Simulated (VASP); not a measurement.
Write the native input for VASP 6.6.1 that does the following.

```
Task                   : single point
Functional             : PBEsol
Potentials or basis    : VASP PAW PBE potentials, release 64 (Ni)
Cutoff                 : 520 eV
k mesh                 : 20 × 20 × 20
Occupations            : gaussian, width 0.5 eV
Spin                   : collinear spin, ferromagnetic start
Starting moments       : [1.0] μB
Further INCAR settings : ALGO = Fast; EDIFF = 1e-06
```

The structure of Ni lies in POSCAR:

```
Ni
1.0
    0.0000000000      1.7311400000      1.7311400000
    1.7311400000      0.0000000000      1.7311400000
    1.7311400000      1.7311400000      0.0000000000
Ni
1
Direct
    0.0000000000      1.0000000000      0.0000000000
```

One way to write it, as run:

INCAR

```
PREC = Accurate
ENCUT = 520
EDIFF = 1E-6
ISMEAR = 0
SIGMA = 0.5
LREAL = False
LASPH = True
NELM = 100
ALGO = Fast
ISIF = 2
LWAVE = False
LCHARG = False
ISPIN = 2
MAGMOM = 1
LORBIT = 11
LMAXMIX = 4
GGA = PS
```

KPOINTS

```
regular mesh
0
Gamma
  20 20 20
```

Potentials or basis: VASP PAW PBE potentials, release 64 (Ni).

Run with:

```console
$ cat potpaw_PBE.64/Ni/POTCAR > POTCAR
$ mpirun -np 1 vasp_std > vasp.out
```

It gave:

The pressure is 1.0 GPa, the band gap on the k mesh is none (metal or under the smearing width) and the net moment is 0.41 μB per cell. The site moments are Ni +0.41 μB and the valence electrons inside the program's atomic spheres are Ni 9.40.

Caveat: the PAW data sets were made with another functional, which shifts forces and pressure a little.

Run time: 31 s on 1 thread of Intel(R) Xeon(R) Platinum 8488C (Sapphire Rapids), with other jobs on the host, peak memory 0.15 GiB.
